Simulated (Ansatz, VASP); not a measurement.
**One calculation of BP, two programs**

```
B P
1.0
     0.00000    2.23753    2.23753
     2.23753    0.00000    2.23753
     2.23753    2.23753    0.00000
B P
1 1
Direct
  0.00000 0.00000 0.00000
  0.25000 0.25000 0.25000
```

Alike in both runs: functional r2SCAN; k mesh 10 × 10 × 10; occupations fermi-dirac, width 0.02 eV; no spin polarisation.

Ansatz relaxed the structure, and its values are those at the end. VASP's run is a single point on that final structure, the one shown.

|  | VASP | Ansatz |
| --- | --- | --- |
| version | VASP 6.6.1 | Ansatz 0.2.0 |
| potentials or method | VASP PAW PBE potentials, release 64 (B, P) | PAW plane waves |
| plane-wave cutoff (eV) | 520 | 500 |
| valence electrons in the cell | 8 | 8 |

Ansatz gave:

| Property | Result |
| --- | --- |
| gap on the k mesh at the Fermi level (eV) | 1.36 |
| pressure (GPa) | 7.5 |

**Question.** What did VASP give for the same quantities?

**Answer.** gap on the k mesh at the Fermi level (eV): 1.39; pressure (GPa): 6.9.

Ansatz warned: «stress_scf_threshold_loose».

Caveats: the PAW data sets were made with another functional, which shifts forces and pressure a little (VASP). r2SCAN opens gaps a little over a GGA but as a rule still falls short of measured ones. A k mesh can miss the band edges.
